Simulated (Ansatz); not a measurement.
Al₂Cu under pressure: fit and missing row

Al₂Cu, Fm-3m, a = 5.734 Å. The structure is a Materials Project entry; whether it is the stable form wasn't checked. Ansatz: r2SCAN, PAW, 500 eV, Γ-centred 14×14×14 mesh on 3 atoms, Gaussian smearing 0.10 eV; no spin polarisation. Cell and atoms are relaxed at each pressure, and no other structure is tried, so the rows at high pressure may lie past a change of phase.

```
V (Å³/atom) P (GPa)
          ?    90.07
     12.041    50.03
     13.332    25.00
     14.332    12.00
     15.169     4.07
     15.559     1.07
     15.712     0.00
     15.867    -1.03
```

Task: Take V0 = 15.712 Å³/atom, fit the third-order Birch–Murnaghan form to the other rows, and predict the missing volume.

Result: With the Eulerian strain f = ½[(V0/V)^(2/3) − 1] and y = P/[3f(1 + 2f)^(5/2)], the form is the line y = B0 + 1.5 B0 (B0′ − 4) f. Rows (f, y): 0.09706, 110.3; 0.05786, 109.5; 0.03160, 108.6; 0.01186, 107.9; 0.00327, 107.3; -0.00326, 107.1. Means f = 0.03307, y = 108.45; Σ(Δf)² = 0.007369, ΣΔfΔy = 0.2392; the slope is their ratio. y = 107.4 + 32.46 f GPa, so B0 = 107.4 GPa and B0′ = 4 + 2 × (32.46)/(3 × 107.4) = 4.20. P = 90.07 GPa is met at f = 0.14293 (y = 112.04), so V = V0 (1 + 2f)^(−3/2) = 10.776 Å³/atom. The run gave 10.747 Å³/atom, so the fit is 0.029 Å³/atom too high, 0.57 % of the span of the series, against an rms of 0.003 Å³/atom on the fitted rows. The row lies outside the fitted range. The points of y bend away from a line: a fourth-order term fitted to them gives P = 89.93 GPa at this row's volume (the line 91.23, the run 90.07).

The mesh isn't the same in all rows (14×14×14, 16×16×16).

The third-order form slightly overestimates the resistance to strong compression, which is why its predicted volume is too large. Since y rises less steeply at large f, a straight line carries too much of the initial slope beyond the fitted range. The fourth-order term removes most of the pressure error, so the miss mainly reflects truncation of the strain expansion and needs no electronic or structural transition to explain it. The same curvature makes B0′ = 4.20 an average over the fitted range, and the slope at zero pressure is probably steeper; B0 is much less sensitive to this.

Physically, the stiffening reflects the rising kinetic energy of the compressed Al sp electrons and growing Pauli repulsion, to which the filled Cu 3d shell probably contributes. A B0′ near 4 means that the energy is nearly quadratic in Eulerian strain. These elastic constants describe the cubic arrangement and shouldn't be assigned to the familiar tetragonal θ phase of Al₂Cu, whose packing and bonding differ.
